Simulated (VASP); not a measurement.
# CoO: DFT+U ground state, by Hubbard U and LDAUTYPE

CoO, R3m (no. 160), 4 atoms in the cell.

| Hubbard U (eV) | LDAUTYPE | Hund's J (eV) | Form of DFT+U | Gap (eV) | Largest site moment (muB) | Time (s) |
|---|---|---|---|---|---|---|
| Co shell d, U 5 | 1 | 1 | Liechtenstein, U + J and J | 1.24 | 2.61 | 92 |
| Co shell d, U 4 | 1 | – | Liechtenstein, J = 0 | 1.07 | 2.58 | 106 |
| Co shell d, U 5 | 2 | 1 | Dudarev, U + J and J | 1.07 | 2.58 | 102 |
| Co shell d, U 4 | 2 | – | Dudarev, U alone | 1.07 | 2.58 | 100 |
| Co shell d, U 4, O shell p, U 4 | 2 | – | Dudarev, U on the anion p shell too | 1.22 | 2.58 | 96 |
| Co shell d, U 5 | 4 | 1 | type 4, U + J and J | 1.13 | 2.63 | 98 |
| – | – | – | none | 0.00 | 2.03 | 60 |

Limits: The cell is the same for all forms and was relaxed for none; total energies under different U or different forms can't be compared; magnetic orders weren't compared, so this needn't be the magnetic ground state.

## Input of the first row

INCAR:
```
SYSTEM = CoO
PREC = Accurate
ENCUT = 520
EDIFF = 1E-6
NELM = 200
ALGO = Normal
ISMEAR = 0
SIGMA = 0.05
LREAL = .FALSE.
LASPH = .TRUE.
LMAXMIX = 4
LORBIT = 11
LWAVE = .FALSE.
LCHARG = .FALSE.
GGA = CA
VOSKOWN = 1
ISPIN = 2
MAGMOM = 3 -3 0 0
ISIF = 2
AMIX = 0.2
BMIX = 1E-4
AMIX_MAG = 0.8
BMIX_MAG = 1E-4
LDAU = .TRUE.
LDAUTYPE = 1
LDAUL = 2 -1
LDAUU = 5 0
LDAUJ = 1 0
LDAUPRINT = 1
```

KPOINTS:
```
k-points
0
Gamma
  8 8 8
```

POSCAR:
```
CoO
1.0
    1.6022198417     -2.7751261707      0.0000000000
    1.6022198417      2.7751261707      0.0000000000
    0.0000000000      1.8500841138      5.1329417806
Co O
2 2
Direct
    0.4994891600      0.5005108400      0.4984674800
    0.9994891600      0.0005108400      0.9984674800
    0.3755105150      0.6244894850      0.1265315450
    0.8755105150      0.1244894850      0.6265315450
```

Commands:
```
cat potpaw_LDA.64/Co/POTCAR potpaw_LDA.64/O/POTCAR > POTCAR
mpirun -np 4 vasp_std > vasp.out
```

Changes of the last row against the first:
```
- LDAU = True
- LDAUTYPE = 1
- LDAUL = 2 -1
- LDAUU = 5 0
- LDAUJ = 1 0
- LDAUPRINT = 1
```

VASP 6.6.1 took 92 s on 4 cores (AMD EPYC 7571), a shared host.
